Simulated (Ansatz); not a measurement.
Effect of pressure 4.2 GPa on LaAlO3

Take LaAlO₃ in the cubic perovskite structure (space group Pm-3m, No. 221; a = 3.812 Å) as the base.

The change: a hydrostatic pressure of 4.2 GPa.

The values are results of plane-wave PAW DFT at the PBE level (Ansatz, a quantum-chemistry and plane-wave program, 420 eV), spin-orbit coupling left out, not measurements. k-mesh 9×9×9 (Γ-centred); smearing 0.05 eV (Fermi–Dirac).

Volume per atom: 10.85 Å³ (base 11.08 Å³)
Lattice parameter a: 378.6 pm (base 381.2 pm)
Shortest interatomic distance: 189.3 pm (base 190.6 pm)
Band gap: 3.54 eV (base 3.50 eV)
Gap character: indirect, R → Γ (base indirect, R → Γ)
Smallest direct gap: 3.64 eV (base 3.63 eV)
Mean gap deformation potential ΔEg/Δln V: -1.9 eV
Width of the top valence band: 1.07 eV (base 1.05 eV)
Electron mass (degenerate bands, along [100]): 0.48, 0.69 mₑ (at Γ) (base 0.50, 0.71 mₑ (at Γ))

Final structure:

```xyz
5
Lattice="3.7859 0.0000 0.0000 0.0000 3.7859 0.0000 0.0000 0.0000 3.7859" Properties=species:S:1:pos:R:3 pbc="T T T"
La     0.0000     0.0000     0.0000
Al     1.8930     1.8930     1.8930
O      0.0000     1.8930     1.8930
O      1.8930     1.8930     0.0000
O      1.8930     0.0000     1.8930
```

Cost of the whole job for the changed cell (relaxation, final SCF and bands): very roughly 16 core-seconds.

Load acts through the strain it causes; cell and atoms are relaxed under it. Effective masses come from finite differences of ±0.01 Å⁻¹. Stability against distortions was not tested. Many cubic perovskites are stable only at high temperature; tilts and polar distortions were not tested.
